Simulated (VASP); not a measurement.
A run of VASP 6.6.1 is set up as follows.

File INCAR:

```
PREC = Accurate
ENCUT = 520
EDIFF = 1E-7
ISMEAR = -1
SIGMA = 0.05
LREAL = F
LASPH = T
NELM = 150
ALGO = Normal
ISIF = 2
LWAVE = F
LCHARG = T
ISPIN = 2
MAGMOM = 1 0
LORBIT = 11
LMAXMIX = 4
GGA = PE
LELF = T
LVHAR = T
NBANDS = 19
```

Contents of KPOINTS:

```
regular mesh
0
Gamma
  11 11 11
```

The input POSCAR:

```
NiO
1.0
    0.0000000000      2.0859016414      2.0859016414
    2.0859016414      0.0000000000      2.0859016414
    2.0859016414      2.0859016414      0.0000000000
Ni O
1 1
Direct
    0.0000000000      0.0000000000      0.0000000000
    0.5000000000      0.5000000000      0.5000000000
```

Potentials or basis: VASP PAW PBE potentials, release 64 (Ni, O).

Launch:

```console
$ cat potpaw_PBE.64/Ni/POTCAR potpaw_PBE.64/O/POTCAR > POTCAR
$ mpirun -np 1 vasp_std > vasp.out
```

(1) Predict the site moments.

(2) Estimate the net moment.

(3) Predict the pressure.

## Answers

(1) Ni +1.38; O +0.25 μB.

(2) 1.67 μB per cell.

(3) 5.1 GPa.

Caveat: a cell with one magnetic atom can't hold antiferromagnetic order, which such compounds often take; semilocal functionals often make such compounds metallic where correlation or magnetic order opens a gap, which also shifts bond lengths.

The gap isn't set beside the measured one, since this odd mesh misses points on the zone boundary.
